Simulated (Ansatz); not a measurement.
# TaN: stress in a strained cell

Aim: deform TaN (equal xx and yy strain of +2 %) and compute stress, forces and field gradients with LAPW, PAW and all-electron datasets made for the crystal.

Method: DFT LDA, scalar-relativistic, in Ansatz 0.2.0.

**1. The system as given**

The structure is hexagonal, space group P6_3mc (No. 186). Conventional cell: a = 3.050 Å, b = 3.050 Å, c = 4.940 Å, α = 90.00°, β = 90.00°, γ = 120.00°. Ta (site symmetry 3m) has 4 N at 1.85 to 1.90 Å in its first shell of neighbours. Around N (site symmetry 3m) lie 4 Ta at 1.85 to 1.90 Å.

Coordinates:

```
Ta N
1.0
     3.05000    0.00000    0.00000
    -1.52500    2.64138    0.00000
     0.00000    0.00000    4.94000
Ta N
2 2
Direct
  0.33333 0.66667 0.00000
  0.66667 0.33333 0.50000
  0.33333 0.66667 0.38500
  0.66667 0.33333 0.88500
```

Atoms are numbered in the order of the input: Ta1, Ta2, N3, N4.

**2. After the deformation**

Space group P6_3mc before, P6_3mc after.

**3. All-electron LAPW**

input.yaml

```yaml
crystal:
  lattice:
    - [3.1110011123, 0.0, 0.0]
    - [-1.5555005562, 2.6942059945, 0.0]
    - [0.0, 0.0, 4.94]
  atoms:
    - { symbol: Ta, position: [0.3333333333, 0.6666666667, 0.0] }
    - { symbol: Ta, position: [0.6666666667, 0.3333333333, 0.5] }
    - { symbol: "N", position: [0.3333333333, 0.6666666667, 0.385] }
    - { symbol: "N", position: [0.6666666667, 0.3333333333, 0.885] }
kpoints:
  mp_grid: { grid: [9, 9, 5] }
  band_path:
    path:
      - [0.0, 0.0, 0.0]
      - [0.5, 0.0, 0.0]
      - [0.3333333333, 0.3333333333, 0.0]
      - [0.0, 0.0, 0.0]
      - [0.0, 0.0, 0.5]
      - [0.5, 0.0, 0.5]
      - [0.3333333333, 0.3333333333, 0.5]
      - [0.0, 0.0, 0.5]
      - [0.5, 0.0, 0.5]
    npoints: 5
scf:
  occupations: { method: fermi_dirac, width: 0.03 }
hamiltonian:
  xc: lda
  pseudopotentials: { kind: all_electron, lapw: { basis_error: 0.001 } }
output:
  forces: true
  stress: true
  eigenvalues: true
```

Started as:

```bash
ansatz run input.yaml --threads 1 --pin off --max-ram 4096MiB --backend cpu --events-out ev --progress --plain --runs-dir out
```

**4. PAW on the default files**

input.yaml

```yaml
crystal:
  lattice:
    - [3.1110011123, 0.0, 0.0]
    - [-1.5555005562, 2.6942059945, 0.0]
    - [0.0, 0.0, 4.94]
  atoms:
    - { symbol: Ta, position: [0.3333333333, 0.6666666667, 0.0] }
    - { symbol: Ta, position: [0.6666666667, 0.3333333333, 0.5] }
    - { symbol: "N", position: [0.3333333333, 0.6666666667, 0.385] }
    - { symbol: "N", position: [0.6666666667, 0.3333333333, 0.885] }
kpoints:
  mp_grid: { grid: [9, 9, 5] }
scf:
  occupations: { method: fermi_dirac, width: 0.03 }
hamiltonian:
  xc: lda
  pseudopotentials: { kind: paw }
output:
  forces: true
  stress: true
  eigenvalues: true
  efg: { contact_densities: true }
```

**5. Datasets made for this crystal**

input.yaml: that of step 4 with these lines changed.

```diff
@@ -16,3 +16,3 @@
   xc: lda
-  pseudopotentials: { kind: paw }
+  pseudopotentials: { kind: all_electron, datasets: crystal }
 output:
```

(Steps that only read results are left out.)

**Question.** What will these runs give? Wanted: pressure; largest shear or deviatoric stress.

As calculated:

| quantity | value |
| --- | --- |
| pressure | LAPW 89.64, PAW 91.38, crystal datasets 89.64 GPa |
| largest shear or deviatoric stress (LAPW) | 7.57 GPa |

**Reading.** The largest part of the stress beyond the pressure is 7.57 GPa in size, in the zz component; the atoms are carried along and not relaxed. No run of the undeformed cell stands beside it, so pressure and stress hold what the given cell had before the change, as far as its symmetry allows. PAW: stress within 1.81 GPa of LAPW, forces within 4 meV/Å. Crystal datasets: stress within 0.01 GPa of LAPW, forces within 1 meV/Å. Spin-orbit coupling is left out, though the cell holds Ta; in elements this heavy it can shift bands and gaps by tenths of an eV.
